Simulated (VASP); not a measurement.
Runs of VASP 6.6.1 on NiO. It takes space group F-43m (No. 216, cubic). Conventional cell: a = 4.567 Å, b = 4.567 Å, c = 4.567 Å, α = 90.00°, β = 90.00°, γ = 90.00°. Ni (site symmetry -43m) has 4 O at 1.98 Å as nearest neighbours. O (site symmetry -43m) is surrounded by 4 Ni at 1.98 Å. Measurements of this composition are mostly on another form, of space group No. 225.

```tsv
spin	U	fixed moment (μB)	gap on the mesh (eV)	pressure (GPa)	moment (μB)
collinear, zero start	Ni d U = 6 eV	-	none	-30.4	0.00
collinear, random start	Ni d U = 5 eV	-	none	(a)	2.00
collinear, random start	Ni d U = 6 eV	-	none	-30.4	0.00
collinear, ferromagnetic start	Ni d U = 5 eV	-	none	-22.6	2.00
collinear, ferromagnetic start	Ni d U = 5 eV	2	-	-22.6	2.00
collinear, ferromagnetic start	Ni d U = 6 eV	2	-	-23.5	2.00
non-collinear, random start, SOC	Ni d U = 5 eV	-	-	-13.5	1.99
collinear, ferromagnetic start	Ni d U = 6 eV	-	none	-23.5	2.00
```

Alike in all rows: task single point; level LDA+U; potentials or basis VASP PAW LDA potentials, release 64 (Ni, O); cell as given; k mesh 7 × 7 × 7; cutoff (eV) 520; smearing gaussian 0.05 eV.

Fill in the values left out.

(a) -22.5.

Caveats: a cell with one magnetic atom can't hold antiferromagnetic order, which such compounds often take (some runs); a pressure of tens of GPa on the cell as given is suspect, and the run, the potentials or the cell itself is likely at fault (some runs); the total moment is fixed, so each spin has its own Fermi level (some runs).

A gap of «none» marks a metal or a gap under the smearing width.

Runs at the PBE level aren't shown here.
